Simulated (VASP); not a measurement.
A run of VASP 6.6.1 is set up as follows.

The input POSCAR:

```
BN
1.0
    2.5121111516      0.0000000000      0.0000000000
   -1.2560555758      2.1755520696      0.0000000000
    0.0000000000      0.0000000000     18.0000000000
  B               N
     1     1
Direct
     0.6666666699999979    0.3333333300000021    0.5000000000000000
     0.3333333300000021    0.6666666699999979    0.5000000000000000
```

The input INCAR.step1:

```
ALGO = Normal ; EDIFF = 1E-8
EDIFFG = -0.002 ; ENCUT = 600
GGA = PE ; IBRION = 2
ISIF = 2 ; ISMEAR = 0
LASPH = T ; LATTICE_CONSTRAINTS = .TRUE. .TRUE. .FALSE.
LCHARG = F ; LREAL = F
LWAVE = F ; NELM = 80
NSW = 40 ; PREC = Accurate
SIGMA = 0.03
```

File INCAR.step2:

```
ALGO = Normal ; EDIFF = 1E-8
ENCUT = 600 ; GGA = PE
IBRION = 6 ; ISIF = 2
ISMEAR = 0 ; LASPH = T
LATTICE_CONSTRAINTS = .TRUE. .TRUE. .FALSE. ; LCHARG = F
LREAL = F ; LWAVE = F
NELM = 80 ; NFREE = 2
NSW = 1 ; POTIM = 0.015
PREC = Accurate ; SIGMA = 0.03
```

The input KPOINTS:

```
k-points
0
Gamma
  15 15 1
```

Potentials or basis: VASP PAW PBE potentials, release 64 (B, N).

Command:

```console
$ cat potpaw_PBE.64/B/POTCAR potpaw_PBE.64/N/POTCAR > POTCAR
$ cp INCAR.step1 INCAR
$ mpirun -np 1 vasp_std > vasp.out
$ cp CONTCAR POSCAR
$ cp INCAR.step2 INCAR
$ mpirun -np 1 vasp_std > vasp.out
```

(1) Predict the highest phonon frequency at Γ, LO-TO splitting left out.

Results:

(1) 1341 cm⁻¹.
